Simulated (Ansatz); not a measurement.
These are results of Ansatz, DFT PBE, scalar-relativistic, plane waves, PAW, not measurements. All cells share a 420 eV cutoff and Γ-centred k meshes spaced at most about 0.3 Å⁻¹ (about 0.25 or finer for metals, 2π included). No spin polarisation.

Temperature and zero-point effects are left out.

Compare these two cells of Be2Se3, each relaxed at this level.

A.

```yaml
crystal:
  lattice:
    - [8.05338, 0.00000, 0.00000]
    - [0.00000, 1.83789, 3.32331]
    - [0.00000, -1.83789, 3.32331]
  atoms:
    - { symbol: Be, position: [0.74678, 0.44171, 0.44171] }
    - { symbol: Be, position: [0.25322, 0.44171, 0.44171] }
    - { symbol: Se, position: [0.83574, 0.77526, 0.77526] }
    - { symbol: Se, position: [0.16426, 0.77526, 0.77526] }
    - { symbol: Se, position: [0.50000, 0.55574, 0.55574] }
```

B.

```yaml
crystal:
  lattice:
    - [3.78259, 0.00000, 0.00000]
    - [0.00000, 3.78259, 0.00000]
    - [0.00000, 0.00000, 7.18757]
  atoms:
    - { symbol: Be, position: [0.00000, 0.50000, 0.18143] }
    - { symbol: Be, position: [0.50000, 0.00000, 0.81857] }
    - { symbol: Se, position: [0.00000, 0.00000, 0.00000] }
    - { symbol: Se, position: [0.50000, 0.50000, 0.66425] }
    - { symbol: Se, position: [0.50000, 0.50000, 0.33575] }
```

Question: Which form is favoured at zero pressure, and by what margin per atom?

Answer: B is lower, by 58 meV/atom. A has space group Amm2 (No. 38), 19.7 Å³/atom and no gap on its mesh; B has space group P-4m2 (No. 115), 20.6 Å³/atom and no gap. B holds Se–Se pairs (shortest 2.36 Å); in A the shortest Se–Se distance is 2.65 Å, near bonding range too. The lower one is the more open, so pressure narrows the difference. In A, Be has 1 Se at 2.13 Å and 3 Se at 2.26–2.33 Å; around Se on a site of symmetry m lie 3 Be at 2.26–2.33 Å and 1 Se at 2.65 Å; around Se on a site of symmetry mm2 lie 2 Be at 2.13 Å. In B, Be has 4 Se at 2.19–2.30 Å; Se on a site of symmetry -4m2 has 4 Be at 2.30 Å; around Se on a site of symmetry 2mm lie 2 Be at 2.19 Å and 1 Se at 2.36 Å. Both come from invented guesses. The lowest form computed isn't among them: it has space group P1 (No. 1), 20.9 Å³/atom and lies 45 meV/atom below the best shown.

Cells relaxed within their symmetry can be saddle points. Some candidate types were left out of the draw beforehand, so a known form may be missing.

The preference for B probably comes from its selenium bonding, since beryllium has four selenium neighbours in both cells. B has a pair close to a normal Se–Se single bond and can be read as Be²⁺ with one Se²⁻ and one Se₂²⁻. In A the contact of 2.65 Å is a stretched, weak bond, so less bonding energy is gained from the same formal electron count.

That count would normally give a semiconductor, yet B has no gap. Its paired Se atoms lie in a plane with their three neighbours, whereas selenium with a lone pair prefers a pyramidal arrangement. This probably raises the lone-pair band towards the Se–Se σ* band, and PBE's tendency to underestimate gaps may complete the overlap. The metallic character is therefore doubtful as a prediction for the real material. The lower-lying P1 form rules out B as the ground state, and stability against separation into BeSe and selenium remains untested.
